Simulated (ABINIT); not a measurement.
A run of ABINIT 10.8.3 (patched build) is set up as follows.

File run.abi:

```
# Datasets: ground state, then fixed potential
ndtset 2

# Pseudopotentials
pp_dirpath "./"
pseudos "Pb.hgh, Te.hgh"

# Structure
acell 8.6347709725 8.6347709725 8.6347709725
rprim
     0.0000000000     0.7071067812     0.7071067812
     0.7071067812     0.0000000000     0.7071067812
     0.7071067812     0.7071067812     0.0000000000
ntypat 2
znucl 82 52
natom 2
typat 1 2
xred
     0.0000000000     0.0000000000     0.0000000000
     0.5000000000     0.5000000000     0.5000000000

# Plane-wave basis
ecut 19.0

# Exchange and correlation
ixc -497498
usekden 1

# Bands and occupations
occopt 3
tsmear 0.00183747

# SCF cycle
nstep 100

# Output
iomode 3
prtwf 0
prteig 0
prtebands 0
enunit 2
prtden1 1
prtkden1 1

# Dataset 1
kptopt1 1
ngkpt1 7 7 7
nshiftk1 1
shiftk1 0.0 0.0 0.0
nband1 9
tolvrs1 1.0e-9

# Dataset 2: bands along G-X-W-K-G-L-U-W-L-K
iscf2 -2
getden2 1
getkden2 1
nband2 13
nbdbuf2 2
tolwfr2 1.0e-12
kptopt2 -9
ndivsm2 5
prteig2 1
kptbounds2
     0.0000000000     0.0000000000     0.0000000000
     0.5000000000     0.0000000000     0.5000000000
     0.5000000000     0.2500000000     0.7500000000
     0.3750000000     0.3750000000     0.7500000000
     0.0000000000     0.0000000000     0.0000000000
     0.5000000000     0.5000000000     0.5000000000
     0.6250000000     0.2500000000     0.6250000000
     0.5000000000     0.2500000000     0.7500000000
     0.5000000000     0.5000000000     0.5000000000
     0.3750000000     0.3750000000     0.7500000000
```

Potentials or basis: HGH LDA.

The run is started by

```console
$ abinit run.abi > log 2>&1
```

(1) Predict the pressure.

(2) Predict the band gap along the path.

## Answers

(1) -1.3 GPa.

(2) 0.91 eV, direct.

Caveat: this odd mesh misses L, where the gap lies, so gap, dielectric constants and Born charges aren't listed; the potentials were made for another functional, which shifts forces and pressure; spin-orbit coupling is left out, which moves the levels of the heavy elements; HGH potentials are hard and often keep d shells in the core, so these values are rough.
